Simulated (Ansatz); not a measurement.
S: the change of energy less free atoms and pressure with volume scale

Results calculated with Ansatz 0.2.0, not measured. Periodic Kohn-Sham DFT of a crystal at fixed atoms, scaled to volume_scale times the given cell; pressure positive in compression, energy less spherical unpolarised free atoms, largest_vzz the field gradient of largest size among the nuclei.

The cell before it is scaled or strained (space group Fm-3m, No. 225):
```
S
1.0
      0.0000     1.9940     1.9940
      1.9940     0.0000     1.9940
      1.9940     1.9940     0.0000
S
1
Direct
  0.00000 0.00000 0.00000
```

Settings of every row: method all-electron LAPW; functional PBE; relativity scalar; k mesh 16x16x16; filling fermi-dirac; smearing width 0.03 eV; basis error target 1 meV/atom; nucleus gaussian.

Atom start moment: 0 on all atoms.

Limits: the cell comes from a prototype or a list of computed structures and needn't be the stable phase.

```csv
row,volume scale,V (Å³/atom),energy less free atoms (eV/atom),pressure (GPa)
1,0.95,15.064,-2.8059,4.749
2,0.975,15.46,-2.8145,2.257
3,1,15.855,?,?
4,1.025,16.253,-2.8151,-1.845
5,1.05,16.649,-2.8084,-3.517
```

Question: what energy less free atoms and pressure should row 3 give?

Worked fit of energy less free atoms. Take u = (V_r/V)^(2/3) − 1 with V_r = 15.857 Å³ an atom, which is twice the finite (Eulerian) strain; such expansions in the strain, on which the Birch-Murnaghan equation of state is built, carry the rest volume and the bulk modulus. The shown rows have u = 0.03479, 0.01705, -0.01631, -0.03197. Least squares give energy less free atoms = −2.81734 + 0.0116 × u + 9.117 × u² eV/atom; a straight line predicts inner rows, each left out in turn, worse (root mean square 0.0059 against 1.7e-05 eV/atom). All shown rows lie on it to the printed digit. Its lowest point lies at u = -0.0006, or V = 15.87 Å³ an atom, and the curvature there gives the bulk modulus at fixed shape and fractions, B = (4/9)(1 + u)² E″(u)/V = 81.7 GPa. The withheld row has u = 8e-05, so the fit gives −2.81734 + 0.0116 × (8e-05) + 9.117 × (8e-05)² = -2.8173 eV/atom.

The calculation gave -2.8173 eV/atom. The fit meets it to the printed digit.

Worked fit of pressure. Take u = (V_r/V)^(2/3) − 1 with V_r = 15.857 Å³ an atom, which is twice the finite (Eulerian) strain; such expansions in the strain, on which the Birch-Murnaghan equation of state is built, carry the rest volume and the bulk modulus. The shown rows have u = 0.03479, 0.01705, -0.01631, -0.03197. Least squares give pressure = 0.0666 + 122.835 × u + 337.08 × u² GPa; a straight line predicts inner rows, each left out in turn, worse (root mean square 0.22 against 0.0052 GPa). The rows lie off it by 0.001, -0.002, 0.002, -0.001. The pressure vanishes at u = -0.0005, or V = 15.87 Å³ an atom, and there the bulk modulus at fixed shape and fractions is B = −V dP/dV = (2/3)(1 + u) dP/du = 81.6 GPa. The withheld row has u = 8e-05, so the fit gives 0.0666 + 122.835 × (8e-05) + 337.08 × (8e-05)² = 0.076 GPa.

The calculation gave 0.07 GPa. The fit lies 0.006 GPa (8.6 % of the value, 0.073 % of the column's range) above it; its largest miss of a shown row is 0.002 GPa.
